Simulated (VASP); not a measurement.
The system is TaN.

```
CELL_PARAMETERS angstrom
2.92177 0.00000 0.00000
-1.46088 2.53033 0.00000
0.00000 0.00000 5.91652
ATOMIC_POSITIONS crystal
Ta 0.00000 0.00000 0.50000
Ta 0.00000 0.00000 0.00000
N 0.33333 0.66667 0.25000
N 0.66667 0.33333 0.75000
```

The cell comes from a database or a generator and needn't be the stable form of this composition.

Base run:

```yaml
Program: VASP 6.6.1
Functional: r2SCAN
Potentials_or_basis: VASP PAW PBE potentials, release 64 (Ta_pv, N)
Cutoff: 520 eV
k_mesh: 7 × 7 × 4
Occupations: fermi-dirac, width 0.05 eV
Spin: spin-orbit coupling, no magnetisation
```

Its results: pressure -3.9 GPa.

Q: The run is repeated on the same cell with these changes: functional from r2SCAN to PBEsol; further incar settings from ALGO = Normal; EDIFF = 1e-06 to ALGO = Fast; EDIFF = 1e-06. What comes out?

A: Pressure -9.2 GPa.

Caveats: the PAW data sets were made with another functional, which shifts forces and pressure a little.
